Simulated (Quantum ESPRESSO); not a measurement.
# BP (F-43m) in Quantum ESPRESSO: notebook, part 2 of 2

Quantum ESPRESSO 7.5. Earlier steps stand in the parts before.

### Step 3. Berry-phase polarisation, LDA

Contents of pw.in:

```
&CONTROL
  calculation = 'scf'
  prefix = 'pwscf'
  outdir = './tmp'
  pseudo_dir = './pseudo'
  tprnfor = .true.
  tstress = .true.
  disk_io = 'low'
/
&SYSTEM
  ibrav = 0
  nat = 2
  ntyp = 2
  ecutwfc = 114
  nbnd = 9
  occupations = 'smearing'
  smearing = 'fd'
  degauss = 0.00367493
/
&ELECTRONS
  conv_thr = 4d-10
  electron_maxstep = 120
  mixing_beta = 0.5
  startingwfc = 'atomic'
/
ATOMIC_SPECIES
P     30.9738 P.upf
B     10.8100 B.upf
CELL_PARAMETERS angstrom
   0.0000000000    2.2690000000    2.2690000000
   2.2690000000    0.0000000000    2.2690000000
   2.2690000000    2.2690000000    0.0000000000
ATOMIC_POSITIONS crystal
P      0.7500000000    0.7500000000    0.7500000000
B      0.0000000000    0.0000000000    0.0000000000
K_POINTS automatic
6 6 6 0 0 0
```

Contents of relax.in:

```
&CONTROL
  calculation = 'vc-relax'
  prefix = 'pwscf'
  outdir = './tmp'
  pseudo_dir = './pseudo'
  tprnfor = .true.
  tstress = .true.
  disk_io = 'low'
  nstep = 40
  forc_conv_thr = 0.0001
  etot_conv_thr = 1d-06
/
&SYSTEM
  ibrav = 0
  nat = 2
  ntyp = 2
  ecutwfc = 114
  nbnd = 9
  occupations = 'smearing'
  smearing = 'fd'
  degauss = 0.00367493
/
&ELECTRONS
  conv_thr = 4d-10
  electron_maxstep = 120
  mixing_beta = 0.5
  startingwfc = 'atomic'
/
&IONS
  ion_dynamics = 'bfgs'
/
&CELL
  cell_dynamics = 'bfgs'
  press = 0
  press_conv_thr = 0.2
/
ATOMIC_SPECIES
P     30.9738 P.upf
B     10.8100 B.upf
CELL_PARAMETERS angstrom
   0.0000000000    2.2690000000    2.2690000000
   2.2690000000    0.0000000000    2.2690000000
   2.2690000000    2.2690000000    0.0000000000
ATOMIC_POSITIONS crystal
P      0.7500000000    0.7500000000    0.7500000000
B      0.0000000000    0.0000000000    0.0000000000
K_POINTS automatic
6 6 6 0 0 0
```

Contents of scf2.in:

```
&CONTROL
  calculation = 'scf'
  prefix = 'pwscf'
  outdir = './tmp'
  pseudo_dir = './pseudo'
  tprnfor = .true.
  tstress = .true.
  disk_io = 'low'
/
&SYSTEM
  ibrav = 0
  nat = 2
  ntyp = 2
  ecutwfc = 114
  nbnd = 9
  occupations = 'fixed'
/
&ELECTRONS
  conv_thr = 1d-11
  electron_maxstep = 120
  mixing_beta = 0.5
  startingwfc = 'file'
  startingpot = 'file'
/
ATOMIC_SPECIES
P     30.9738 P.upf
B     10.8100 B.upf
CELL_PARAMETERS angstrom
   0.0000000000    2.2441317386    2.2441317386
   2.2441317386    0.0000000000    2.2441317386
   2.2441317386    2.2441317386    0.0000000000
ATOMIC_POSITIONS crystal
P      0.7500000000    0.7500000000    0.7500000000
B      0.0000000000    0.0000000000    0.0000000000
K_POINTS automatic
6 6 6 0 0 0
```

Contents of berry1.in:

```
&CONTROL
  calculation = 'nscf'
  prefix = 'pwscf'
  outdir = './tmp'
  pseudo_dir = './pseudo'
  disk_io = 'low'
  lberry = .true.
  gdir = 1
  nppstr = 12
/
&SYSTEM
  ibrav = 0
  nat = 2
  ntyp = 2
  ecutwfc = 114
  occupations = 'fixed'
/
&ELECTRONS
  conv_thr = 1d-10
  electron_maxstep = 120
  mixing_beta = 0.5
  startingwfc = 'atomic'
/
ATOMIC_SPECIES
P     30.9738 P.upf
B     10.8100 B.upf
CELL_PARAMETERS angstrom
   0.0000000000    2.2441317386    2.2441317386
   2.2441317386    0.0000000000    2.2441317386
   2.2441317386    2.2441317386    0.0000000000
ATOMIC_POSITIONS crystal
P      0.7500000000    0.7500000000    0.7500000000
B      0.0000000000    0.0000000000    0.0000000000
K_POINTS automatic
12 6 6 0 0 0
```

Contents of berry2.in:

```
&CONTROL
  calculation = 'nscf'
  prefix = 'pwscf'
  outdir = './tmp'
  pseudo_dir = './pseudo'
  disk_io = 'low'
  lberry = .true.
  gdir = 2
  nppstr = 12
/
&SYSTEM
  ibrav = 0
  nat = 2
  ntyp = 2
  ecutwfc = 114
  occupations = 'fixed'
/
&ELECTRONS
  conv_thr = 1d-10
  electron_maxstep = 120
  mixing_beta = 0.5
  startingwfc = 'atomic'
/
ATOMIC_SPECIES
P     30.9738 P.upf
B     10.8100 B.upf
CELL_PARAMETERS angstrom
   0.0000000000    2.2441317386    2.2441317386
   2.2441317386    0.0000000000    2.2441317386
   2.2441317386    2.2441317386    0.0000000000
ATOMIC_POSITIONS crystal
P      0.7500000000    0.7500000000    0.7500000000
B      0.0000000000    0.0000000000    0.0000000000
K_POINTS automatic
6 12 6 0 0 0
```

Contents of berry3.in:

```
&CONTROL
  calculation = 'nscf'
  prefix = 'pwscf'
  outdir = './tmp'
  pseudo_dir = './pseudo'
  disk_io = 'low'
  lberry = .true.
  gdir = 3
  nppstr = 12
/
&SYSTEM
  ibrav = 0
  nat = 2
  ntyp = 2
  ecutwfc = 114
  occupations = 'fixed'
/
&ELECTRONS
  conv_thr = 1d-10
  electron_maxstep = 120
  mixing_beta = 0.5
  startingwfc = 'atomic'
/
ATOMIC_SPECIES
P     30.9738 P.upf
B     10.8100 B.upf
CELL_PARAMETERS angstrom
   0.0000000000    2.2441317386    2.2441317386
   2.2441317386    0.0000000000    2.2441317386
   2.2441317386    2.2441317386    0.0000000000
ATOMIC_POSITIONS crystal
P      0.7500000000    0.7500000000    0.7500000000
B      0.0000000000    0.0000000000    0.0000000000
K_POINTS automatic
6 6 12 0 0 0
```

Potentials or basis: PseudoDojo 0.4.1 SR LDA stringent.

The run is started by

```console
$ OMP_NUM_THREADS=1 pw.x -in pw.in > pw.out
$ OMP_NUM_THREADS=1 pw.x -in relax.in > relax.out
$ OMP_NUM_THREADS=1 pw.x -in scf2.in > scf2.out
$ OMP_NUM_THREADS=1 pw.x -in berry1.in > berry1.out
$ OMP_NUM_THREADS=1 pw.x -in berry2.in > berry2.out
$ OMP_NUM_THREADS=1 pw.x -in berry3.in > berry3.out
```

pw.out:

```text
This program is part of the open-source Quantum ESPRESSO suite
     for quantum simulation of materials; please cite
[... 9 lines left out ...]
     --------------------
     sticks:   dense  smooth     PW     G-vecs:    dense   smooth      PW
     Sum        1159    1159    349                25893    25893    4111

     Using Slab Decomposition

     bravais-lattice index     =            0
     lattice parameter (alat)  =       6.0638  a.u.
     unit-cell volume          =     157.6631 (a.u.)^3
     number of atoms/cell      =            2
     number of atomic types    =            2
     number of electrons       =         8.00
     number of Kohn-Sham states=            9
     kinetic-energy cutoff     =     114.0000  Ry
     charge density cutoff     =     456.0000  Ry
     scf convergence threshold =      4.0E-10
     mixing beta               =       0.5000
     number of iterations used =            8  plain     mixing
     Exchange-correlation= SLA  PW   NOGX NOGC
                           (   1   4   0   0   0   0   0)

     celldm(1)=   6.063849  celldm(2)=   0.000000  celldm(3)=   0.000000
     celldm(4)=   0.000000  celldm(5)=   0.000000  celldm(6)=   0.000000

     crystal axes: (cart. coord. in units of alat)
               a(1) = (   0.000000   0.707107   0.707107 )
               a(2) = (   0.707107   0.000000   0.707107 )
               a(3) = (   0.707107   0.707107   0.000000 )

     reciprocal axes: (cart. coord. in units 2 pi/alat)
               b(1) = ( -0.707107  0.707107  0.707107 )
               b(2) = (  0.707107 -0.707107  0.707107 )
               b(3) = (  0.707107  0.707107 -0.707107 )

[... 67 lines left out ...]
     estimated scf accuracy    <       0.16997183 Ry
[... 50 lines left out ...]
     iteration #  9     ecut=   114.00 Ry     beta= 0.50
     Davidson diagonalization with overlap
     ethr =  6.16E-12,  avg # of iterations =  2.1

     End of self-consistent calculation

          k = 0.0000 0.0000 0.0000 (  3287 PWs)   bands (ev):

    -6.3717   9.0281   9.0281   9.0281  12.4121  12.4121  12.4121  16.3685
    20.2943

          k = 0.1179 0.1179-0.1179 (  3260 PWs)   bands (ev):
[... 31 lines left out ...]
    -3.4460   1.5666   5.0141   7.1439  12.9276  14.7981  15.2737  18.7567
    19.9234

          k = 0.0000-0.2357 0.2357 (  3254 PWs)   bands (ev):

    -5.0633   4.7474   5.6732   8.1960  13.6136  13.7334  14.7419  17.2390
    18.4581

          k = 0.4714 0.0000-0.0000 (  3230 PWs)   bands (ev):
[... 11 lines left out ...]
    -1.9561   1.2770   2.6845   5.9820  11.6150  17.1414  17.4957  18.7247
    19.2751

          k =-0.7071 0.0000 0.0000 (  3250 PWs)   bands (ev):

    -1.5456   0.5419   4.9231   4.9231  10.3428  10.5851  20.9673  20.9673
    23.9957

          k =-0.2357-0.4714 0.7071 (  3240 PWs)   bands (ev):
[... 6 lines left out ...]
    -1.9378   0.9750   3.5402   5.0510  13.4576  14.6963  17.5285  18.1082
    19.3878

          k =-0.7071 0.2357 0.0000 (  3244 PWs)   bands (ev):

    -1.3417   0.9150   3.7254   3.8382  12.8144  13.3876  18.0787  18.6917
    21.7530

     the Fermi energy is     9.6652 ev

!    total energy              =     -19.88986478 Ry
     estimated scf accuracy    <          4.6E-13 Ry
     smearing contrib. (-TS)   =      -0.00000001 Ry
     internal energy E=F+TS    =     -19.88986477 Ry

     The total energy is F=E-TS. E is the sum of the following terms:
     one-electron contribution =       6.47635969 Ry
     hartree contribution      =       1.25902429 Ry
     xc contribution           =      -6.64200920 Ry
     ewald contribution        =     -20.98323954 Ry

     convergence has been achieved in   9 iterations

     Forces acting on atoms (cartesian axes, Ry/au):

     atom    1 type  1   force =    -0.00000000   -0.00000000   -0.00000000
     atom    2 type  2   force =     0.00000000    0.00000000    0.00000000

     Total force =     0.000000     Total SCF correction =     0.000000

     Computing stress (Cartesian axis) and pressure

          total   stress  (Ry/bohr**3)                   (kbar)     P=      -54.29
  -0.00036904   0.00000000  -0.00000000          -54.29        0.00       -0.00
   0.00000000  -0.00036904  -0.00000000            0.00      -54.29       -0.00
  -0.00000000  -0.00000000  -0.00036904           -0.00       -0.00      -54.29

=------------------------------------------------------------------------------=
   JOB DONE.
=------------------------------------------------------------------------------=
```

scf2.out:

```text
This program is part of the open-source Quantum ESPRESSO suite
     for quantum simulation of materials; please cite
[... 9 lines left out ...]
     --------------------
     sticks:   dense  smooth     PW     G-vecs:    dense   smooth      PW
     Sum        1135    1135    337                25101    25101    4015
[... 207 lines left out ...]
  -0.00000000  -0.00000000  -0.00000000           -0.00       -0.00       -0.00
  -0.00000000  -0.00000000  -0.00000000           -0.00       -0.00       -0.00
  -0.00000000  -0.00000000  -0.00000000           -0.00       -0.00       -0.00

=------------------------------------------------------------------------------=
   JOB DONE.
=------------------------------------------------------------------------------=
```

Run time: 2.8 min. Hardware: 1 thread of Arm Neoverse V1, shared host; peak memory 0.06 GiB.

Results:

| Quantity | Value |
| --- | --- |
| Free energy | -270.6286 eV |
| Relaxed volume | 11.30 Å³/atom |
| Relaxed cell | a = 3.174 Å, b = 3.174 Å, c = 3.174 Å, α = 60.00°, β = 60.00°, γ = 60.00° |
| Space group after relaxing (to 0.05 Å) | F-43m (No. 216) |
| Pressure after relaxing | 0.0 GPa |
| Band gap on the k mesh | 1.26 eV, indirect (least direct gap 3.44 eV) |

The path:
```csv
step,energy change (eV),largest force (eV/Å),pressure (GPa),volume (Å³)
1,0.0000,0.0000,-5.43,23.36
2,-0.0129,0.0000,-0.91,22.72
3,-0.0132,0.0000,0.04,22.60
4,-0.0132,0.0000,0.00,22.60
```

Final structure:
```
P B
1.0
     0.00000    2.24413    2.24413
     2.24413    0.00000    2.24413
     2.24413    2.24413    0.00000
P B
1 1
Direct
  0.75000 0.75000 0.75000
  0.00000 0.00000 0.00000
```

Berry-phase polarisation along the lattice vectors (C/m²): -0.563, -0.563, -0.563; quanta: 2.250, 2.250, 2.250

Berry phases in units of 2π:
```tsv
direction	ionic	electronic	their sum is defined modulo
a1	-0.250	0.000	1
a2	-0.250	0.000	1
a3	-0.250	0.000	1
```

Caveat: with symmetry on, the polarisation can be off by several percent. A hybrid or GW would open this gap; LDA tends to underestimate it.
